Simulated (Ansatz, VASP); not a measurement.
**CdS in VASP and in Ansatz**

Contents of INCAR:

```
ALGO = Normal ; EDIFF = 1E-6
ENCUT = 520 ; GGA = PE
ISIF = 2 ; ISMEAR = 0
LASPH = True ; LCHARG = False
LREAL = False ; LWAVE = False
NBANDS = 16 ; NELM = 60
PREC = Accurate ; SIGMA = 0.05
```

KPOINTS

```
k-points
0
Gamma
  8 8 8
```

File POSCAR:

```
CdS
1.0
    0.0000000000      2.9100000000      2.9100000000
    2.9100000000      0.0000000000      2.9100000000
    2.9100000000      2.9100000000      0.0000000000
Cd S
1 1
Direct
    0.0000000000      0.0000000000      0.0000000000
    0.7044389961      0.7500000000      0.7500000000
```

Input for Ansatz:

```yaml
crystal:
  lattice:
    - [0.0, 2.91, 2.91]
    - [2.91, 0.0, 2.91]
    - [2.91, 2.91, 0.0]
  atoms:
    - { symbol: Cd, position: [0.0, 0.0, 0.0] }
    - { symbol: S, position: [0.7044389961, 0.75, 0.75] }
basis:
  ecutwfc: 420
kpoints:
  mp_grid: { grid: [8, 8, 8] }
hamiltonian:
  xc: pbe
scf:
  occupations: { method: gaussian, width: 0.05 }
output:
  forces: true
  stress: true
  eigenvalues: true
  write_density: true
  write_potential: true
  elf: true
  volumetric_format: npy
```

Change from the starting cell: all S atoms moved +0.188 Å, as atom 2 towards its neighbour atom 2 (S) at 4.115 Å.

Alike in both runs: task single point; functional PBE; k mesh 8 × 8 × 8; occupations gaussian, width 0.05 eV; no spin polarisation.

|  | VASP | Ansatz |
| --- | --- | --- |
| version | VASP 6.6.1 | Ansatz 0.2.0 |
| potentials or method | VASP PAW PBE potentials, release 64 (Cd, S) | scalar-relativistic, plane waves, PAW |
| plane-wave cutoff (eV) | 520 | 420 |
| valence electrons in the cell | 18 | 26 |

Ansatz gave:

* gap on the k mesh at the Fermi level (eV): 1.16
* least direct gap on the mesh (eV): 1.16
* pressure (GPa): 4.2
* largest component of the traceless stress (GPa): 3.27
* rms of the force components (eV/Å): 0.635

Question: Estimate VASP's values.

Answer: gap on the k mesh at the Fermi level (eV): 1.17; least direct gap on the mesh (eV): 1.17; pressure (GPa): 4.6; largest component of the traceless stress (GPa): 3.39; rms of the force components (eV/Å): 0.653.

Atom by atom the forces differ by 0.017 eV/Å (rms over components). With one functional, cell and mesh, what is left measures potentials, basis and numerics. The two sets of potentials don't hold the same shells in valence.

Caveats: forces of over 1 eV/Å show positions far from the minimum, so gaps and moduli don't describe the material at rest.
